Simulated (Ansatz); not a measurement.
# Bi2Te3: single point, PBE (computed with Ansatz 0.2.0, plane waves, PAW)

Command:

```bash
ansatz run input.yaml --threads 4 --pin off --max-ram 8192MiB --backend cpu --events-out ev --progress --plain --runs-dir out
```

input.yaml:

```yaml
crystal:
  lattice:
    - [2.191963565, 1.2655307543, 10.1752982818]
    - [-2.191963565, 1.2655307543, 10.1752982818]
    - [0.0, -2.5310615087, 10.1752982818]
  atoms:
    - { symbol: Bi, position: [0.399, 0.399, 0.399] }
    - { symbol: Bi, position: [0.601, 0.601, 0.601] }
    - { symbol: Te, position: [0.0, 0.0, 0.0] }
    - { symbol: Te, position: [0.208, 0.208, 0.208] }
    - { symbol: Te, position: [0.792, 0.792, 0.792] }
basis:
  ecutwfc: 420
  ecutrho_ratio: 4
kpoints:
  mp_grid: { grid: [6, 6, 6] }
hamiltonian:
  xc: pbe
scf:
  occupations: { method: gaussian, width: 0.05 }
output:
  forces: true
  stress: true
  eigenvalues: true
```

Q: What does this run give?

A: gap on the mesh 0.34 eV; pressure 1.3 GPa.

Output (shortened):

```
Engine: ansatz 0.2.0, aarch64-unknown-linux-gnu
Crystal: 5 atoms, lattice volume = 169.357 Å³
Basis set: ecut = 420 eV, 3323 PW (Γ), FFT grids on a1−a3, a2−a3, a3, exchange–correlation on 60×60×144 points (8 copies of the dense FFT grid, shifted against one another)
Bands: 47, of which v1, the nominal top of the filled ones, is band 39 counted from 1 (38 counted from 0)
Symmetry: 12 space group operations
Space group: R-3m (ITA 166), of the structure as read, at distance tolerance 5.5e-5 Å
k-points: 32 of 216
Initial wavefunctions: pseudopotential atomic-orbital guess
Functional: x = pbe(κ = 0.804, μ = 0.2195149727645171), c = pbe(β = 0.06672455060314922)
[…]
SCF iter   6: F=—  HF=-45734.070374 eV  |F-HF|=—  |Δ(HF+E_count)|=   1.86e-6  Δρ=8.70e-6  dr2=1.84e-7  ethr=6.24e-9  ⟨swp⟩=2.0  Hψ=2689  notcnv=0  defer=5
SCF iter   7: F=-45734.070374 eV  HF=-45734.070374 eV  |F-HF|=1.79e-9  |Δ(HF+E_count)|=   2.41e-7  Δρ=3.29e-6  dr2=1.82e-8  ethr=1.28e-10  ⟨swp⟩=9.2  Hψ=6366  notcnv=0
SCF 1 converged in 7 iterations: F = -45734.070374 eV  dr2 = 1.82e-8
  greatest PAW one-centre occupation: 0.998 electrons in one spin orbital (limit 2), on the Te atom at site 4 (counted from 0), in its partial waves of l = 2
SCF converged after 7 iterations
Free energy (F): -45734.070374 eV
Harris-Foulkes:  -45734.070374 eV  (|F-HF|=1.79e-9)
Internal energy: -45734.070374 eV  (E = F + TS)
E sigma→0 (E₀):  -45734.070374 eV
Fermi energy:    9.487596 eV
--- Forces (eV/Å), atoms counted from 1 ---
  atom   1  Bi     0.00000000    -0.00000000     0.48739251
  atom   2  Bi    -0.00000000     0.00000000    -0.48739251
  atom   3  Te    -0.00000000     0.00000000     0.00000000
  atom   4  Te     0.00000000    -0.00000000     0.43642704
  atom   5  Te    -0.00000000     0.00000000    -0.43642704
--- Stress (GPa, compression-positive) ---
        1.489397       0.000000       0.000000
        0.000000       1.489397       0.000000
        0.000000       0.000000       0.866126
  P = ⅓ Tr σ = 1.2816 GPa (12.816 kbar)
```

Time: 4.1 s on 4 threads of Arm Neoverse V2 (shared host), peak memory 0.61 GiB.

Caveats: spin–orbit coupling is left out.
